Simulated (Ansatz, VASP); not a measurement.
**Cross-check of NaCl between VASP and Ansatz**

Wanted: the spread between two codes on one cell, functional and k mesh. The cell is a member of a volume series, scaled by 0.985 from a relaxed one, so a pressure remains. Other levels of theory on this material are compared in a session of their own.

Method: plane waves, with VASP 6.6.1 beside it; single point at r2SCAN, in Ansatz 0.2.0.

## (1) The starting structure

It takes space group Fm-3m (No. 225, cubic). The conventional cell has a = 5.567 Å, b = 5.567 Å, c = 5.567 Å, α = 90.00°, β = 90.00°, γ = 90.00°. Nearest to Cl lie 6 Na at 2.78 Å. Na has 6 Cl at 2.78 Å nearest. Farther neighbours and most contacts between anions are not listed.

As a file:

```cif
data_structure
_symmetry_space_group_name_H-M 'Fm-3m'
_symmetry_Int_Tables_number 225
_cell_length_a 5.5668
_cell_length_b 5.5668
_cell_length_c 5.5668
_cell_angle_alpha 90.000
_cell_angle_beta 90.000
_cell_angle_gamma 90.000
_cell_volume 172.51
loop_
_atom_site_label
_atom_site_type_symbol
_atom_site_symmetry_multiplicity
_atom_site_Wyckoff_symbol
_atom_site_fract_x
_atom_site_fract_y
_atom_site_fract_z
_atom_site_occupancy
Cl1 Cl 4 b 0.50000 0.00000 0.00000 1
Na1 Na 4 a 0.00000 0.00000 0.00000 1
```

## (2) Ansatz: single point, r2SCAN, volume scaled by 0.985

Ansatz runs on its default PAW (the set named soft_2) files.

With cell and atoms fixed, the geometry can't cause a difference; cores, projectors, grids and the points listed under the comparison can.

input.yaml reads:

```yaml
crystal:
  lattice:
    - [0.0, 2.78340858, 2.78340858]
    - [2.78340858, 0.0, 2.78340858]
    - [2.78340858, 2.78340858, 0.0]
  atoms:
    - { symbol: Cl, position: [0.5, 0.5, 0.5] }
    - { symbol: Na, position: [0.0, 0.0, 0.0] }
hamiltonian:
  xc: r2scan
  pseudopotentials: { kind: paw }
kpoints:
  mp_grid: { grid: [6, 6, 6] }
scf:
  occupations: { method: gaussian, width: 0.03 }
  n_extra_bands: 4
output:
  forces: true
  stress: true
  eigenvalues: true
  write_density: true
  write_potential: true
  elf: true
  volumetric_format: npy
```

Launch:

```sh
> ansatz run input.yaml --threads 2 --pin off --max-ram 4608MiB --backend cpu --events-out ev --progress --plain --runs-dir out
```

Numbers of over 12 decimals in the logs are rounded to 6 here.

The log of the run:

```text
scf.n_extra_bands = 4 over 8 filled bands (N_el = 16.0): the run solves 12 bands
Engine: ansatz 0.2.0, aarch64-unknown-linux-gnu
Pseudopotentials: kind: paw
Pseudopotential: Cl, paw, valence charge 7, recommended cutoff 500 eV (meta_gga), Cl.paw.azcp
Pseudopotential: Na, paw, valence charge 9, recommended cutoff 500 eV (meta_gga), Na.paw.azcp
Functional definition: r2SCAN
  parameter k0 = 0.174
  parameter k1 = 0.065
  parameter a1 = 4.9479
  exchange = r2scan_x(k0 = k0, k1 = k1, a1 = a1)
  correlation = r2scan_c
Crystal: 2 atoms, lattice volume = 43.128 Å³
Basis set: ecut = 500 eV, 1067 PW (Γ), exchange–correlation on 120×120×120 points (64 copies of the dense FFT grid, shifted against one another)
Bands: 12, of which v1, the nominal top of the filled ones, is band 8 counted from 1 (7 counted from 0)
Symmetry: 48 space group operations
Space group: Fm-3m (ITA 225), of the structure as read, at distance tolerance 3.5e-5 Å
k-points: 16 of 216
Non-local potential: Cl, projectors of the file, l = 0: 2, l = 1: 2, l = 2: 2
Non-local potential: Na, projectors of the file, l = 0: 3, l = 1: 2, l = 2: 1
PAW form: soft (Blöchl's): semilocal exchange-correlation on the pseudo side does not see the compensation charge
PAW frozen core: Cl, regenerated for the run's functional (the file was generated under x = pbe(κ = 0.804, μ = 0.219515), c = pbe(β = 0.066725))
PAW frozen core: Na, regenerated for the run's functional (the file was generated under x = pbe(κ = 0.804, μ = 0.219515), c = pbe(β = 0.066725))
PAW one-centre angular grid: Cl, 302 points (default); XC on 160 Gauss nodes
PAW one-centre angular grid: Na, 302 points (default); XC on 339 of its mesh's 2595 points in the sphere
Initial density: superposition of atomic densities (neutral atoms: chi_scale 0, normalization atom), corrected by the library's trained network
Initial wavefunctions: pseudopotential atomic-orbital guess
Functional: x = r2scan, c = r2scan; τ floored in thin density (d = 2e-4 eV/Å³)
SCF iter   1: F=—  HF=-2576.315824 eV  |F-HF|=—  |Δ(HF+E_count)|=         —  Δρ=7.29e-3  dr2=1.01e-2  dr2_τ=2.09e-3  ethr=1.77e-3  ⟨swp⟩=5.6  Hψ=1156  notcnv=0
preconditioner: auto → none  [insulator: Δε(μ)=6.043 eV  Ē_g=14.723 eV  σ=0.030 eV  W_gap=1.00  n_scr=14 (ndim 8)  ℏωp=16.0 eV  f_vac=0.021  D(μ)=0.00/eV (n_scr^D=0)  ε∞_Penn≈2.2]
SCF iter   2: F=—  HF=-2576.325570 eV  |F-HF|=—  |Δ(HF+E_count)|=   9.75e-3  Δρ=2.01e-3  dr2=9.34e-4  dr2_τ=2.17e-4  ethr=6.31e-5  ⟨swp⟩=2.1  Hψ=513  notcnv=0
SCF iter   3: F=—  HF=-2576.325646 eV  |F-HF|=—  |Δ(HF+E_count)|=   7.62e-5  Δρ=6.43e-4  dr2=1.07e-4  dr2_τ=2.20e-5  ethr=5.84e-6  ⟨swp⟩=2.1  Hψ=319  notcnv=0
SCF iter   4: F=—  HF=-2576.325654 eV  |F-HF|=—  |Δ(HF+E_count)|=   7.94e-6  Δρ=2.86e-4  dr2=1.31e-5  dr2_τ=1.55e-6  ethr=6.66e-7  ⟨swp⟩=2.2  Hψ=251  notcnv=0
SCF iter   5: F=—  HF=-2576.325662 eV  |F-HF|=—  |Δ(HF+E_count)|=   8.03e-6  Δρ=1.30e-5  dr2=4.93e-8  dr2_τ=8.20e-9  ethr=8.18e-8  ⟨swp⟩=2.9  Hψ=320  notcnv=0
SCF iter   6: F=-2576.325662 eV  HF=-2576.325662 eV  |F-HF|=1.38e-9  |Δ(HF+E_count)|=   8.61e-9  Δρ=2.57e-6  dr2=3.03e-9  dr2_τ=2.23e-10  ethr=3.08e-10  ⟨swp⟩=5.0  Hψ=1001  notcnv=0
SCF 1 converged in 6 iterations: F = -2576.325662 eV  dr2 = 3.03e-9
  greatest PAW one-centre occupation: 1.000 electrons in one spin orbital (limit 2), on the Na atom at site 1 (counted from 0), in its partial waves of l = 0
SCF converged after 6 iterations
Free energy (F): -2576.325662 eV
Harris-Foulkes:  -2576.325662 eV  (|F-HF|=1.38e-9)
Internal energy: -2576.325662 eV  (E = F + TS)
E sigma→0 (E₀):  -2576.325662 eV
Fermi energy:    4.015248 eV
--- Per-component energies (eV) ---
  E_band       = -245.422231
  E_kinetic    = 283.065106
  E_local      = -1512.347497  (includes V_loc(G=0)·N_el)
  E_nonlocal   = 144.256269
  E_hartree    = 533.580857
  E_xc         = -141.897539
  E_vxc        = -191.399974  (∫ρ·V_xc dr)
  E_paw        = -934.359643  (= ΣΔE_a)
  E_vpaw       = -48.270159  (= ΣTr[D̂ρ^β])
  E_aug_tail   = 0.000031  (compensation charges beyond the density's cutoff)
  E_vtau       = 12.112778  (kinetic-family band-sum trace: ∫τ·v_τ [+ j·A + Jᵃ·Aᵃ] dr)
  E_ewald      = -948.460571
  E_core_change = -0.162674  (= ΣΔE_core)
  E_smearing   = -0.000000  (= −TS)
  E_closure    = -0.000000  (closes the sum)
  Σ components = -2576.325662   (vs F -2576.325662, Δ=0.00e0)
--- Forces (eV/Å), atoms counted from 1 ---
  atom   1  Cl     0.00000000    -0.00000000     0.00000000
  atom   2  Na    -0.00000000    -0.00000000     0.00000000
  max |Σ_I F_I| component: 8.91e-30 eV/Å
--- Stress (GPa, compression-positive) ---
        0.639358       0.000000      -0.000000
        0.000000       0.639358       0.000000
        0.000000      -0.000000       0.639358
  P = ⅓ Tr σ = 0.6394 GPa (6.394 kbar)
--- Band table (eV; the first three rows and the last of 16) ---
  k-point 0: bands = [... 4 lower, -12.3253, 0.9827, 0.9827, 0.9827, 7.0477, 12.7382, 12.7382, 12.7382]
  k-point 1: bands = [... 4 lower, -12.2338, 0.3569, 0.9055, 0.9055, 7.8765, 11.9858, 13.0563, 13.0563]
  k-point 2: bands = [... 4 lower, -12.0424, -0.6393, 0.7585, 0.7585, 8.8800, 12.0540, 12.9479, 12.9479]
  k-point 15: bands = [... 4 lower, -11.8747, -0.5689, -0.0046, 0.2150, 10.3621, 10.4991, 12.4264, 14.1317]
```

The job ended after 2.2 s (2 threads of Arm Neoverse N1, shared host; peak memory 0.39 GiB).

Reading the cycles: dr2 is the Hartree energy of the density residual (eV), the measure of convergence; HF is the Harris–Foulkes estimate of the energy, which meets the free energy F at convergence.

The run ends at a pressure of 0.64 GPa.

## (3) VASP: single point, r2SCAN, volume scaled by 0.985

The same cell, functional, mesh and smearing now go to VASP, with its own data sets and cutoff.

Lines of VASP's logs that name or quote its potential files are left out, and so is its time.

The input asks for a relaxation, which ended at its first step since no free force or stress exceeded the threshold; so it serves as a single point.

INCAR reads:

```
SYSTEM = NaCl
PREC = Accurate
ENCUT = 500
EDIFF = 1E-06
NELM = 100
ISMEAR = 0
SIGMA = 0.03
LREAL = .FALSE.
ALGO = Normal
METAGGA = R2SCAN
LASPH = .TRUE.
NBANDS = 13
LORBIT = 11
LWAVE = .FALSE.
LCHARG = .FALSE.
KPAR = 4
IBRION = 2
NSW = 30
ISIF = 4
EDIFFG = -0.01
```

POSCAR reads:

```
NaCl
1.0
    0.0000000000      2.7834085792      2.7834085792
    2.7834085792      0.0000000000      2.7834085792
    2.7834085792      2.7834085792      0.0000000000
Cl Na
1 1
Direct
    0.5000000000      0.5000000000      0.5000000000
    0.0000000000      0.0000000000      0.0000000000
```

KPOINTS reads:

```
Automatic mesh
0
Gamma
6 6 6
0 0 0
```

Potentials, in the order of the species: Cl and Na_pv (PBE family, release 64).

Launch:

```sh
> mpirun -np 4 vasp_std
```

The log of the run:

```text
[banner, memory and clock lines left out]
running    4 mpi-ranks, on    1 nodes
 distrk:  each k-point on    1 cores,    4 groups
 distr:  one band on    1 cores,    1 groups

 POSCAR found type information on POSCAR ClNa
 POSCAR found :  2 types and       2 ions
|                                                                             |
|               ----> ADVICE to this user running VASP <----                  |
|                                                                             |
|     You enforced a specific xc type in the INCAR file but a different       |
|     [... a line on the potential file left out ...]
|     I HOPE YOU KNOW WHAT YOU ARE DOING!                                     |
|                                                                             |

 LDA part: xc-table for (None), standard interpolation
 POSCAR, INCAR and KPOINTS ok, starting setup
 FFT: planning ... GRIDC
 FFT: planning ... GRID_SOFT
 FFT: planning ... GRID
 WAVECAR not read
 entering main loop
       N       E                     dE             d eps       ncg     rms          rms(c)
DAV:   1     0.926546542837E+02    0.92655E+02   -0.72726E+03   421   0.107E+03
DAV:   2    -0.733505572278E+01   -0.99990E+02   -0.93132E+02   441   0.282E+02
DAV:   3    -0.157903499049E+02   -0.84553E+01   -0.83860E+01   546   0.764E+01
DAV:   4    -0.159483703839E+02   -0.15802E+00   -0.15795E+00   471   0.113E+01
DAV:   5    -0.159519038387E+02   -0.35335E-02   -0.35334E-02   519   0.172E+00    0.228E+00
DAV:   6    -0.137987695072E+02    0.21531E+01   -0.56439E-01   441   0.794E+00    0.235E+00
DAV:   7    -0.137818867055E+02    0.16883E-01   -0.15613E-01   481   0.297E+00    0.124E+00
DAV:   8    -0.137869906397E+02   -0.51039E-02   -0.64252E-03   496   0.627E-01    0.477E-01
DAV:   9    -0.137887071127E+02   -0.17165E-02   -0.39586E-03   436   0.604E-01    0.127E-01
DAV:  10    -0.137887438894E+02   -0.36777E-04   -0.87866E-05   531   0.802E-02    0.266E-02
DAV:  11    -0.137887615705E+02   -0.17681E-04   -0.59603E-05   451   0.688E-02    0.497E-02
DAV:  12    -0.137887633445E+02   -0.17740E-05   -0.46308E-06   481   0.165E-02    0.396E-03
DAV:  13    -0.137887634827E+02   -0.13821E-06   -0.11679E-07   293   0.338E-03
   1 F= -.13788763E+02 E0= -.13788763E+02  d E =-.137888E+02
 curvature:   0.00 expect dE= 0.000E+00 dE for cont linesearch  0.000E+00
 trial: gam= 0.00000 g(F)=  0.997E-63 g(S)=  0.298E-33 ort = 0.000E+00 (trialstep = 0.100E+01)
 search vector abs. value=  0.100E-09
 reached required accuracy - stopping structural energy minimisation
```

OUTCAR, selected parts (step 3):

```text
ion  position               nearest neighbor table
   1  0.500  0.500  0.500-
   2  0.000  0.000  0.000-

  LATTYP: Found a face centered cubic cell.
 ALAT       =     5.5668171584

 Subroutine GETGRP returns: Found 48 space group operations
 (whereof 48 operations were pure point group operations)

The static configuration has the point symmetry O_h .

 Found     16 irreducible k-points:

   k-points           NKPTS =     16   k-points in BZ     NKDIM =     16   number of bands    NBANDS=     13

   dimension x,y,z NGX =    30 NGY =   30 NGZ =   30
   dimension x,y,z NGXF=    60 NGYF=   60 NGZF=   60

   ENCUT  =  500.0 eV  36.75 Ry    6.06 a.u.   7.18  7.18  7.18*2*pi/ulx,y,z

   NELECT =      14.0000    total number of electrons

 k-points in reciprocal lattice and weights: Automatic mesh
   0.00000000  0.00000000  0.00000000       0.005
   0.16666667  0.00000000  0.00000000       0.037
   0.33333333  0.00000000  0.00000000       0.037
   0.50000000  0.00000000  0.00000000       0.019
   0.16666667  0.16666667  0.00000000       0.028
   0.33333333  0.16666667  0.00000000       0.111
   0.50000000  0.16666667  0.00000000       0.111
  -0.33333333  0.16666667  0.00000000       0.111
  -0.16666667  0.16666667  0.00000000       0.056
[...]
-0.33333333  0.33333333  0.16666667       0.111
  -0.33333333  0.50000000  0.16666667       0.056

 average (electrostatic) potential at core
       1 -96.7324       2 -51.8859

 E-fermi :  -0.6894

 k-point     1 :       0.0000    0.0000    0.0000
  band No.  band energies     occupation
    ...
      3     -22.3824      2.00000
      4     -14.2484      2.00000
      5      -0.9327      2.00000
      6      -0.9327      2.00000
      7      -0.9327      2.00000
      8       5.1543      0.00000
      9      10.8624      0.00000
     10      10.8624      0.00000
     11      10.8624      0.00000
     12      13.1626      0.00000
    ...

 k-point     2 :       0.1667    0.0000    0.0000
  band No.  band energies     occupation
    ...
      3     -22.3830      2.00000
      4     -14.1569      2.00000
      5      -1.5562      2.00000
      6      -1.0120      2.00000
      7      -1.0120      2.00000
      8       5.9795      0.00000
      9      10.0974      0.00000
     10      11.1973      0.00000
     11      11.1975      0.00000
     12      12.9119      0.00000
    ...

 k-point     3 :       0.3333    0.0000    0.0000
  band No.  band energies     occupation
    ...
      3     -22.3841      2.00000
      4     -13.9654      2.00000
      5      -2.5501      2.00000
      6      -1.1628      2.00000
      7      -1.1627      2.00000
      8       6.9837      0.00000
      9      10.1551      0.00000
     10      11.1335      0.00000
     11      11.1338      0.00000
     12      14.0488      0.00000
    ...

  Total        0.1231612      0.1231612      0.1231612      0.0000000      0.0000000     -0.0000000
  in kB        4.5753432      4.5753432      4.5753432      0.0000000      0.0000000     -0.0000000
  external PRESSURE =       4.5753432 kB  Pullay stress =       0.0000000 kB

  energy-cutoff  :      500.00
  volume of cell :       43.13
      direct lattice vectors                 reciprocal lattice vectors
     0.000000000  2.783408579  2.783408579    -0.179635862  0.179635862  0.179635862
     2.783408579  0.000000000  2.783408579     0.179635862 -0.179635862  0.179635862
     2.783408579  2.783408579  0.000000000     0.179635862  0.179635862 -0.179635862

 POSITION                                       TOTAL-FORCE (eV/Angst)
 -----------------------------------------------------------------------------------
      2.78341      2.78341      2.78341        -0.000000     -0.000000     -0.000000
      0.00000      0.00000      0.00000         0.000000      0.000000      0.000000
 -----------------------------------------------------------------------------------
    total drift:                               -0.000000      0.000000      0.000000

  FREE ENERGIE OF THE ION-ELECTRON SYSTEM (eV)
  ---------------------------------------------------
  free  energy   TOTEN  =       -13.7887634827 eV

  energy  without entropy=      -13.7887634827  energy(sigma->0) =      -13.78876348

 reached required accuracy - stopping structural energy minimisation

 total charge
# of ion       s       p       d       tot
------------------------------------------
    1        1.594   3.621   0.000   5.216
    2        0.038   5.982   0.000   6.020
--------------------------------------------------
tot          1.632   9.603   0.000  11.236

[... 3 further parts left out ...]
```

CONTCAR:

```
NaCl
   1.00000000000000
     0.0000000000000000    2.7834085792000001    2.7834085792000001
     2.7834085792000001    0.0000000000000000    2.7834085792000001
     2.7834085792000001    2.7834085792000001    0.0000000000000000
  Cl              Na
     1     1
Direct
     0.5000000000000000    0.5000000000000000    0.5000000000000000
     0.0000000000000000    0.0000000000000000    0.0000000000000000
```

## (4) Differences

Known differences besides the potentials themselves: VASP keeps PBE cores, Ansatz makes them for the functional; the data sets hold 16 valence electrons in Ansatz (default PAW (the set named soft_2) files) and 14 in VASP. Total energies have different zeros and are not compared.

Compared:

| quantity | Ansatz | VASP | difference |
| --- | --- | --- | --- |
| pressure (GPa) | 0.64 | 0.46 | +0.18 |
| gap on the k mesh (eV) | 6.065 | 6.087 | -0.022 |

A gap on the mesh is an upper bound, since the band edges may lie between its points.

## (5) Outcome

| Quantity | Value |
| --- | --- |
| difference in gap on the k mesh (single point, r2SCAN, volume scaled by 0.985) | -0.022 eV |

The difference in gap on the k mesh is -0.022 eV (single point, r2SCAN, volume scaled by 0.985), within the 0.08 eV picked in this series as the mark of a large difference. 7 further runs of this series are not shown here. How closely two codes agree says nothing of how well the functional describes the real material.

[Lines on the potential files, build, host, timing and source positions are cut from VASP's logs without a mark.]

[Logs are printed without paths, hosts, clocks, repeated set-up lines and the standing remarks that a program may print on its own settings, such as how far it seeks lower states.]

[Hosts, paths, dates, database ids (printed as entryN), source tags and the programs' standing remarks are cut or masked in the printed files.]
